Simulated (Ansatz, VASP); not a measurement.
## One calculation of HfN, two programs

INCAR

```
  ALGO = Normal
  EDIFF = 1E-7
  ENCUT = 520
  GGA = PE
  ISIF = 2
  ISMEAR = 0
  LASPH = True
  LCHARG = False
  LREAL = False
  LWAVE = False
  NBANDS = 14
  NELM = 80
  PREC = Accurate
  SIGMA = 0.1
```

File KPOINTS:

```
k-points
0
Gamma
  8 8 8
```

File POSCAR:

```
HfN
1.0
    0.0000000000      2.2590000000      2.2590000000
    2.2590000000      0.0000000000      2.2590000000
    2.2590000000      2.2590000000      0.0000000000
Hf N
1 1
Direct
    0.0000000000      0.0000000000      0.0000000000
    0.5000000000      0.5000000000      0.5000000000
```

Input for Ansatz:

```yaml
crystal:
  lattice:
    - [0.0, 2.259, 2.259]
    - [2.259, 0.0, 2.259]
    - [2.259, 2.259, 0.0]
  atoms:
    - { symbol: Hf, position: [0.0, 0.0, 0.0] }
    - { symbol: "N", position: [0.5, 0.5, 0.5] }
basis:
  ecutwfc: 420
kpoints:
  mp_grid: { grid: [8, 8, 8] }
hamiltonian:
  xc: pbe
scf:
  occupations: { method: gaussian, width: 0.1 }
output:
  forces: true
  stress: true
  eigenvalues: true
```

Alike in both runs: task single point; functional PBE; k mesh 8 × 8 × 8; occupations gaussian, width 0.1 eV; no spin polarisation.

|  | VASP | Ansatz |
| --- | --- | --- |
| version | VASP 6.6.1 | Ansatz 0.2.0 |
| potentials or method | VASP PAW PBE potentials, release 64 (Hf_pv, N) | scalar-relativistic, plane waves, PAW |
| plane-wave cutoff (eV) | 520 | 420 |
| valence electrons in the cell | 15 | 31 |

Ansatz gave:

```
gap on the k mesh at the Fermi level (eV) : none
pressure (GPa)                            : 5.7
```

What did VASP give for the same quantities?

gap on the k mesh at the Fermi level (eV): none; pressure (GPa): 3.3.

A gap of «none» marks a metal or a gap that the smearing closes. The two sets of potentials don't hold the same shells in valence.

The runs have no spin-orbit coupling, so splittings on Hf are missing.
